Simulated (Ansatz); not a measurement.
Re:

```
Re
1.0
     2.76080    0.00000    0.00000
    -1.38040    2.39092    0.00000
     0.00000    0.00000    4.45820
Re
2
Direct
  0.66667 0.33333 0.75000
  0.33333 0.66667 0.25000
```

Base run:

| Item | Value |
| --- | --- |
| Program | Ansatz 0.2.0 |
| Functional | BLYP |
| Potentials or basis | all-electron LAPW, scalar-relativistic |
| Cutoff | 281 eV (chosen from the basis error) |
| Basis error allowed | 0.001 eV/atom |
| k mesh | 11 × 11 × 6 |
| Occupations | fermi-dirac, width 0.05 eV |
| Spin | no spin polarisation |

Its results: pressure 19.6 GPa.

**Question.** The run is repeated on the same cell with these changes: functional from BLYP to PBEsol. What comes out?

**Answer.** Pressure -4.1 GPa.

PBEsol binds more tightly than BLYP, so the same cell stands under less pressure.

Caveats: so large a pressure means that the cell lies far from this level's equilibrium, or that cutoff or potentials fall short (some runs).
